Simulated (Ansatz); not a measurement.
# GaN: how the free axis answers a strain

GaN, P6_3mc, a = 3.218 Å, c = 5.243 Å. Ansatz: PBE, PAW, 420 eV, Γ-centred 12×12×6 mesh on 4 atoms, Gaussian smearing 0.02 eV; no spin polarisation. Series: biaxial strain in the a-b plane, c and atoms relaxed; x is the strain in per cent. y is the change of c in per cent of 5.243 Å.

```tsv
x (%)	y (%)
-6.0	2.81
-4.0	1.85
-2.0	0.91
0.0	0.00
2.0	-0.89
4.0	-1.76
6.0	?
```

Q: Fit y = c1 x + c2 x² to the other rows, say what c1 measures, and predict the missing y.

A: Least squares on the rows shown. y = −0.4511 x + 0.002847 x². With no stress along c, c1 = −2C13/C33 = -0.451. At x = 6.0 the fit asked for gives -2.60 %. The run gave -2.63 %, so the fit is 0.03 % too high, a small miss on the scale of the series.